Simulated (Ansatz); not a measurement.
Here is an Ansatz 0.2.0 calculation.

input.yaml

```yaml
crystal:
  lattice:
    - [2.4480228978, 0.0, 0.0]
    - [-1.2240114489, 2.1200500186, 0.0]
    - [0.0, 0.0, 4.07280757]
  atoms:
    - { symbol: Ni, position: [0.6666666667, 0.3333333333, 0.75] }
    - { symbol: Ni, position: [0.3333333333, 0.6666666667, 0.25] }
hamiltonian:
  xc: pbe
  pseudopotentials: { kind: paw }
magnetization:
  spin_polarized: true
  initial_magnetization: 0.0
  spin_locking: { lock_magnetization: hard }
kpoints:
  mp_grid: { grid: [10, 10, 6] }
scf:
  occupations: { method: fermi_dirac, width: 0.05 }
  lower_state_search: "off"
output:
  forces: true
  stress: true
  eigenvalues: true
```

Potentials or basis: Ansatz PAW.

The run is started by

```sh
$ ansatz run input.yaml --threads 2 --pin off --max-ram 5632MiB --backend cpu --events-out ev --progress --plain --runs-dir out
```

(1) What does it give for the pressure?

Answers

(1) 6.0 GPa.

Caveat: the total moment is fixed, so each spin has its own Fermi level; the thresholds are loose for stress.
